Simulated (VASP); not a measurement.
# SnO2 (Cassiterite) (P4_2/mnm) in VASP: further runs, part 2 of 2

VASP 6.6.1. The steps go on from the part before.

### Step 3. Dielectric tensor, PBE

Input file INCAR:

```
SYSTEM = SnO2
PREC = Accurate
ENCUT = 650
EDIFF = 1E-8
ISMEAR = 0
SIGMA = 0.01
LREAL = .FALSE.
LASPH = .TRUE.
NELM = 100
ALGO = Normal
ISIF = 2
LWAVE = .FALSE.
LCHARG = .FALSE.
GGA = PE
LEPSILON = .TRUE.
```

Input file KPOINTS:

```
regular mesh
0
G
  4 4 5
  0 0 0
```

Input file POSCAR:

```
SnO2
1.0
    4.7380000000      0.0000000000      0.0000000000
    0.0000000000      4.7380000000      0.0000000000
    0.0000000000      0.0000000000      3.1865000000
Sn O
2 4
Direct
    0.5000000000      0.5000000000      0.5000000000
    0.0000000000      0.0000000000      0.0000000000
    0.8071000000      0.1929000000      0.5000000000
    0.6929000000      0.6929000000      0.0000000000
    0.1929000000      0.8071000000      0.5000000000
    0.3071000000      0.3071000000      0.0000000000
```

Potentials or basis: VASP PAW PBE potentials, release 64 (Sn_d, O).

Run with:

```
$ cat potpaw_PBE.64/Sn_d/POTCAR potpaw_PBE.64/O/POTCAR > POTCAR
$ mpirun -np 1 vasp_std > vasp.out
```

OUTCAR:

```text
SYSTEM = SnO2
   PREC = Accurate
   ENCUT = 650
   EDIFF = 1E-8
   ISMEAR = 0
   LREAL = .FALSE.
   LASPH = .TRUE.
   NELM = 100
   ISIF = 2
   GGA = PE
   LEPSILON = .TRUE.

 Found     18 irreducible k-points:

 Following reciprocal coordinates:
            Coordinates               Weight
  0.000000  0.000000  0.000000      1.000000
  0.250000  0.000000  0.000000      4.000000
  0.500000  0.000000  0.000000      2.000000
  0.250000  0.250000  0.000000      4.000000
  0.500000  0.250000  0.000000      4.000000
  0.500000  0.500000  0.000000      1.000000
   k-points           NKPTS =     18   k-points in BZ     NKDIM =     18   number of bands    NBANDS=     31
   number of dos      NEDOS =    301   number of ions     NIONS =      6
   total plane-waves  NPLWV =  44800
   dimension x,y,z NGX =    40 NGY =   40 NGZ =   28
   dimension x,y,z NGXF=    80 NGYF=   80 NGZF=   56
   ions per type =               2   4
   NGX,Y,Z   is equivalent  to a cutoff of  14.04, 14.04, 14.61 a.u.
   NGXF,Y,Z  is equivalent  to a cutoff of  28.07, 28.07, 29.22 a.u.
 SYSTEM =  SnO2
   PREC   = accura    normal or accurate (medium, high low for compatibility)
   ISTART =      0    job   : 0-new  1-cont  2-samecut
   ICHARG =      2    charge: 1-file 2-atom 10-const
   ISPIN  =      1    spin polarized calculation?
   LNONCOLLINEAR =      F non collinear calculations
   LSORBIT =      F    spin-orbit coupling
   LASPH  =      T    aspherical Exc in radial PAW
   ENCUT  =  650.0 eV  47.77 Ry    6.91 a.u.   9.85  9.85  6.62*2*pi/ulx,y,z
   NELM   =    100;   NELMIN=  2; NELMDL= -5     # of ELM steps
   EDIFF  = 0.1E-07   stopping-criterion for ELM
   LREAL  =      F    real-space projection
   EDIFFG = 0.1E-06   stopping-criterion for IOM
   NSW    =      0    number of steps for IOM
   IBRION =     -1    ionic relax: 0-MD 1-quasi-New 2-CG
   NFREE  =      0    steps in history (QN), initial steepest desc. (CG)
   ISIF   =      2    stress and relaxation
   ISYM   =      2    0-nonsym 1-usesym 2-fastsym
[... 291 lines left out ...]
  ---------------------------------------------------
  free energy    TOTEN  =        -0.72495509 eV

  energy without entropy =       -0.72495509

------------------------ aborting loop because EDIFF is reached ----------------------------------------

--------------------------------------- Ionic step        2  -------------------------------------------

------------------------ aborting loop because EDIFF is reached ----------------------------------------

--------------------------------------- Ionic step        3  -------------------------------------------

 Free energy of the ion-electron system (eV)
  ---------------------------------------------------
  ---------------------------------------------------
  free energy    TOTEN  =        -0.77468639 eV

  energy without entropy =       -0.77468639

------------------------ aborting loop because EDIFF is reached ----------------------------------------

 PIEZOELECTRIC TENSOR FIELD DIRECTION 3  (e Angst)
 -----------------------------------------------------------------------------
     0.00109  0.00000  0.00000           ( -0.00001 -0.00000  0.00000)
     0.00000  0.00109  0.00000           ( -0.00000 -0.00001  0.00000)
     0.00000  0.00000 -0.00366           (  0.00000  0.00000 -0.00014)

 PIEZOELECTRIC TENSOR FIELD DIRECTION 3  (C/m^2)
 -----------------------------------------------------------------------------
     0.00024  0.00000  0.00000
     0.00000  0.00024  0.00000
     0.00000  0.00000 -0.00082

 MACROSCOPIC STATIC DIELECTRIC TENSOR (including local field effects in DFT)
 ------------------------------------------------------
           4.440821     0.000000     0.000000
           0.000000     4.440821     0.000000
           0.000000     0.000000     4.668059
 ------------------------------------------------------

 PIEZOELECTRIC TENSOR (including local field effects)  for field in x, y, z        (e  Angst)
          XX          YY          ZZ          XY          YZ          ZX
  --------------------------------------------------------------------------------
  x     0.00000     0.00000     0.00000     0.00000     0.00000     0.00000
  y     0.00000     0.00000     0.00000     0.00000     0.00000     0.00000
  z     0.00000     0.00000     0.00000     0.00000     0.00000     0.00000

 PIEZOELECTRIC TENSOR (including local field effects)  for field in x, y, z        (C/m^2)
          XX          YY          ZZ          XY          YZ          ZX
  --------------------------------------------------------------------------------
  x     0.00000     0.00000     0.00000     0.00000     0.00000     0.00000
  y     0.00000     0.00000     0.00000     0.00000     0.00000     0.00000
  z     0.00000     0.00000     0.00000     0.00000     0.00000     0.00000

 BORN EFFECTIVE CHARGES (including local field effects) (in |e|, cummulative output)
 ---------------------------------------------------------------------------------
 ion    1
    1     4.08139    -0.44717     0.00000
    2    -0.44717     4.08139     0.00000
    3     0.00000     0.00000     4.47610
 ion    2
    1     4.08139     0.44717     0.00000
    2     0.44717     4.08139     0.00000
    3     0.00000     0.00000     4.47610
 ion    3
    1    -2.04069     0.70488     0.00000
    2     0.70488    -2.04069     0.00000
    3     0.00000     0.00000    -2.23805
 ion    4
    1    -2.04069    -0.70488     0.00000
    2    -0.70488    -2.04069     0.00000
    3     0.00000     0.00000    -2.23805
 ion    5
    1    -2.04069     0.70488     0.00000
    2     0.70488    -2.04069     0.00000
    3     0.00000     0.00000    -2.23805
 ion    6
    1    -2.04069    -0.70488     0.00000
    2    -0.70488    -2.04069     0.00000
    3     0.00000     0.00000    -2.23805
```

stdout:

```text
POSCAR found type information on POSCAR SnO
 POSCAR found :  2 types and       6 ions
 scaLAPACK will be used
 LDA part: xc-table for (Slater+PW92), standard interpolation
 POSCAR, INCAR and KPOINTS ok, starting setup
 FFT: planning ... GRIDC
 FFT: planning ... GRID_SOFT
 FFT: planning ... GRID
 WAVECAR not read
[... 66 lines left out ...]
 Linear response to external field (no local field effect), progress :
  Direction:   3
 dielectric tensor                  component  3 :    -0.290    -0.199     4.752
 Linear response to external field, progress :
  Direction:   1
 dielectric tensor                  component  1 :     4.441    -0.086    -0.164
 Linear response to external field, progress :
  Direction:   2
 dielectric tensor                  component  2 :    -0.086     4.441    -0.243
 Linear response to external field, progress :
  Direction:   3
 dielectric tensor                  component  3 :    -0.289    -0.198     4.668
 Born effective charges drift removed
```

Wall time 8 min (1 thread of AMD EPYC 9R14 (Zen 4), shared host); peak memory 0.36 GiB.

The run converged, but some of its settings lie outside the range that counts as converged, so its numbers aren't taken as properties of the crystal.

What came out:

| Property | Result |
| --- | --- |
| Band gap on the k mesh | 1.27 eV, direct |
| Electronic dielectric tensor (diagonal) | 4.44, 4.44, 4.67 |
| Born charges (mean of the diagonal) | Sn +4.21; O -2.11 e |

Caveat: spin-orbit coupling is left out, which moves the levels of the heavy elements.

### Step 4. Dielectric tensor, PBE

INCAR: that of step 3 with these lines changed.

```diff
@@ -2,3 +2,3 @@
 PREC = Accurate
-ENCUT = 650
+ENCUT = 340
 EDIFF = 1E-8
```

Input file KPOINTS:

```
regular mesh
0
G
  6 6 8
  0 0 0
```

POSCAR is that of step 3.

Potentials or basis: VASP PAW PBE potentials, release 64 (Sn_d, O).

Run with:

```
$ cat potpaw_PBE.64/Sn_d/POTCAR potpaw_PBE.64/O/POTCAR > POTCAR
$ mpirun -np 1 vasp_std > vasp.out
```

OUTCAR:

```text
SYSTEM = SnO2
   PREC = Accurate
   ENCUT = 340
   EDIFF = 1E-8
   ISMEAR = 0
   LREAL = .FALSE.
   LASPH = .TRUE.
   NELM = 100
   ISIF = 2
   GGA = PE
   LEPSILON = .TRUE.

 Found     50 irreducible k-points:

 Following reciprocal coordinates:
            Coordinates               Weight
  0.000000  0.000000  0.000000      1.000000
  0.166667  0.000000  0.000000      4.000000
  0.333333  0.000000  0.000000      4.000000
  0.500000  0.000000  0.000000      2.000000
  0.166667  0.166667  0.000000      4.000000
  0.333333  0.166667  0.000000      8.000000
   k-points           NKPTS =     50   k-points in BZ     NKDIM =     50   number of bands    NBANDS=     31
   number of dos      NEDOS =    301   number of ions     NIONS =      6
   total plane-waves  NPLWV =  15680
   dimension x,y,z NGX =    28 NGY =   28 NGZ =   20
   dimension x,y,z NGXF=    56 NGYF=   56 NGZF=   40
   ions per type =               2   4
   NGX,Y,Z   is equivalent  to a cutoff of   9.82,  9.82, 10.43 a.u.
   NGXF,Y,Z  is equivalent  to a cutoff of  19.65, 19.65, 20.87 a.u.
 SYSTEM =  SnO2
   PREC   = accura    normal or accurate (medium, high low for compatibility)
   ISTART =      0    job   : 0-new  1-cont  2-samecut
   ICHARG =      2    charge: 1-file 2-atom 10-const
[... 329 lines left out ...]
 -----------------------------------------------------------------------------
     0.00131  0.00000  0.00000           ( -0.00001  0.00000  0.00000)
     0.00000  0.00131  0.00000           (  0.00000 -0.00001  0.00000)
     0.00000  0.00000 -0.00452           (  0.00000  0.00000 -0.00016)

 PIEZOELECTRIC TENSOR FIELD DIRECTION 3  (C/m^2)
 -----------------------------------------------------------------------------
     0.00029  0.00000  0.00000
     0.00000  0.00029  0.00000
     0.00000  0.00000 -0.00101

 MACROSCOPIC STATIC DIELECTRIC TENSOR (including local field effects in DFT)
 ------------------------------------------------------
           4.241739     0.000000     0.000000
           0.000000     4.241739     0.000000
           0.000000     0.000000     4.533301
 ------------------------------------------------------

 PIEZOELECTRIC TENSOR (including local field effects)  for field in x, y, z        (e  Angst)
          XX          YY          ZZ          XY          YZ          ZX
  --------------------------------------------------------------------------------
  x     0.00000     0.00000     0.00000     0.00000     0.00000     0.00000
  y     0.00000     0.00000     0.00000     0.00000     0.00000     0.00000
  z     0.00000     0.00000     0.00000     0.00000     0.00000     0.00000

 PIEZOELECTRIC TENSOR (including local field effects)  for field in x, y, z        (C/m^2)
          XX          YY          ZZ          XY          YZ          ZX
  --------------------------------------------------------------------------------
  x     0.00000     0.00000     0.00000     0.00000     0.00000     0.00000
  y     0.00000     0.00000     0.00000     0.00000     0.00000     0.00000
  z     0.00000     0.00000     0.00000     0.00000     0.00000     0.00000

 BORN EFFECTIVE CHARGES (including local field effects) (in |e|, cummulative output)
 ---------------------------------------------------------------------------------
 ion    1
    1     4.05600    -0.44619     0.00000
    2    -0.44619     4.05600     0.00000
    3     0.00000     0.00000     4.44270
 ion    2
    1     4.05600     0.44619     0.00000
    2     0.44619     4.05600     0.00000
    3     0.00000     0.00000     4.44270
 ion    3
    1    -2.02800     0.68885     0.00000
    2     0.68885    -2.02800     0.00000
    3     0.00000     0.00000    -2.22135
 ion    4
    1    -2.02800    -0.68885     0.00000
    2    -0.68885    -2.02800     0.00000
    3     0.00000     0.00000    -2.22135
 ion    5
    1    -2.02800     0.68885     0.00000
    2     0.68885    -2.02800     0.00000
    3     0.00000     0.00000    -2.22135
 ion    6
    1    -2.02800    -0.68885     0.00000
    2    -0.68885    -2.02800     0.00000
    3     0.00000     0.00000    -2.22135
```

stdout:

```text
POSCAR found type information on POSCAR SnO
 POSCAR found :  2 types and       6 ions
 scaLAPACK will be used
 LDA part: xc-table for (Slater+PW92), standard interpolation
 POSCAR, INCAR and KPOINTS ok, starting setup
 FFT: planning ... GRIDC
[... 102 lines left out ...]
 onal to |phi(0)> (-2.305107986768640E-004,2.770006446439766E-014)
 LRF_COMMUTATOR internal error: the vector H(1)-e(1) S(1) |phi(0)> is not orthog
 onal to |phi(0)> (2.305107981748211E-004,-5.120903701083535E-015)
 LRF_COMMUTATOR internal error: the vector H(1)-e(1) S(1) |phi(0)> is not orthog
 onal to |phi(0)> (-1.108441437533969E-004,4.361094818605693E-015)
 LRF_COMMUTATOR internal error: the vector H(1)-e(1) S(1) |phi(0)> is not orthog
 onal to |phi(0)> (1.108441347916767E-004,4.141131881851834E-014)
 LRF_COMMUTATOR internal error: the vector H(1)-e(1) S(1) |phi(0)> is not orthog
 onal to |phi(0)> (-2.396569255975201E-004,9.769962616701378E-015)
 LRF_COMMUTATOR internal erro
```

Wall time 8 min (1 thread of AMD EPYC 9R14 (Zen 4), shared host); peak memory 0.32 GiB.

The run converged, but a check on its numbers failed (symmetry, net force, bounds or a known fault of this set-up), so they aren't taken as properties of the crystal.

Caveat: the cutoff lies under the usual one of these potentials, so the numbers hold a large basis-set error; spin-orbit coupling is left out, which moves the levels of the heavy elements.

### Step 5. For comparison

An earlier run on the cell as given: functional PBEsol; potentials or basis VASP PAW PBE potentials, release 64 (Sn_d, O); cutoff 520 eV; k mesh 6 × 6 × 8; occupations fermi-dirac, width 0.05 eV; no spin polarisation.

* Pressure: 5.4 GPa
* Largest force: 0.229 eV/Å
* Band gap on the k mesh: 1.18 eV, direct
